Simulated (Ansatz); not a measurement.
Results of rVV10 in Ansatz (plane waves, PAW) for fluorite SrF₂.

Run with plane-wave cutoff 500 eV, 10×10×10 k mesh, gaussian smearing 0.02 eV, scalar-relativistic PAW data made under PBE.

Computed at the level's own relaxed cell.

Problem. Estimate the volume per atom, lattice parameter a and band gap that the calculation returns.

Solution. 
* **volume per atom**: 16.43 Å³/atom
* **lattice parameter a**: 5.820 Å
* **band gap**: 6.41 eV (on the SCF k mesh)

Measured, for comparison: band gap 11.1 eV (temperature not stated, no zero-point or thermal correction; as tabulated in Aguado et al. (1999), arXiv:cond-mat/9901145).

Spin–orbit coupling is not included.

The computed numbers hold no vibrational or temperature effects.

The result took around 18 core-seconds (rough).

Ansatz is a first-principles code.
